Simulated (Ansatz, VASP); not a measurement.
This is a calculation of Mg (Magnesium) for Ansatz 0.2.0. 

Contents of input.yaml:

```yaml
crystal:
  lattice:
    - [3.2093, 0.0, 0.0]
    - [-1.60465, 2.7793353284, 0.0]
    - [0.0, 0.0, 5.2103]
  atoms:
    - { symbol: Mg, position: [0.6666666667, 0.3333333333, 0.75] }
    - { symbol: Mg, position: [0.3333333333, 0.6666666667, 0.25] }
hamiltonian:
  xc: pbe
  pseudopotentials: { kind: paw }
  dispersion: d3bj
kpoints:
  mp_grid: { grid: [10, 10, 5] }
scf:
  occupations: { method: fermi_dirac, width: 0.05 }
output:
  forces: true
  stress: true
  write_density: true
  write_potential: true
  elf: true
  volumetric_format: npy
relax:
  f_tol: 0.01
  max_steps: 40
  cell: { stress_tol: 0.05 }
```

Potentials or basis: Ansatz PAW.

The run is started by

```sh
$ ansatz run input.yaml --threads 2 --pin off --max-ram 5632MiB --backend cpu --events-out ev --progress --plain --runs-dir out
```

Question: Set up the same calculation for VASP 6.6.1. Potentials or basis there: PBE PAW files Mg, 600 eV.

Answer: As run (cutoffs and basis follow the program's own potentials, and thresholds, step limits or extra output files can differ):

INCAR

```
SYSTEM = Mg
PREC     = Accurate       ! precision mode
ENCUT    = 600            ! plane-wave cutoff, eV
EDIFF    = 1E-6           ! SCF threshold, eV
ISMEAR   = -1             ! smearing method
SIGMA    = 0.05           ! smearing width, eV
LREAL    = .FALSE.        ! projectors in reciprocal space
LASPH    = .TRUE.         ! aspherical terms in the spheres
NELM     = 80             ! most SCF steps
ALGO     = Normal         ! electronic algorithm
ISIF     = 3              ! what is computed and relaxed
LWAVE    = .FALSE.        ! write WAVECAR
LCHARG   = .FALSE.        ! write CHGCAR
GGA      = PE             ! functional
IVDW     = 12             ! dispersion correction
IBRION   = 2              ! ionic algorithm
NSW      = 40             ! ionic steps
EDIFFG   = -0.01          ! ionic threshold
```

Contents of KPOINTS:

```
Automatic mesh
0
G
  10 10 5
  0 0 0
```

File POSCAR:

```
Mg
1.0
    3.2093000000      0.0000000000      0.0000000000
   -1.6046500000      2.7793353284      0.0000000000
    0.0000000000      0.0000000000      5.2103000000
Mg
2
Direct
    0.6666666667      0.3333333333      0.7500000000
    0.3333333333      0.6666666667      0.2500000000
```

Potentials or basis: VASP PAW PBE potentials, release 64 (Mg).

Launch:

```bash
$ cat potpaw_PBE.64/Mg/POTCAR > POTCAR
$ mpirun -np 1 vasp_std > vasp.out
```

Both were run:

|  | Ansatz | VASP |
| --- | --- | --- |
| Relaxed volume | 21.78 Å³/atom | 21.72 Å³/atom |
| Relaxed cell | a = 3.112 Å, b = 3.112 Å, c = 5.195 Å, α = 90.00°, β = 90.00°, γ = 120.00° | a = 3.109 Å, b = 3.109 Å, c = 5.190 Å, α = 90.00°, β = 90.00°, γ = 120.00° |
| Space group after relaxing | P6_3/mmc (No. 194) | P6_3/mmc (No. 194) |
| Pressure after relaxing | 0.0 GPa | 0.0 GPa |

Ansatz's pressure holds a Pulay term of +0.00 GPa for its cutoff of 420 eV, which the other run lacks.

The potentials hold 20 and 4 valence electrons a cell.

Where Ansatz's input types no cutoff or centring, it takes its own default and a Γ-centred mesh.

Pressure is positive in compression.
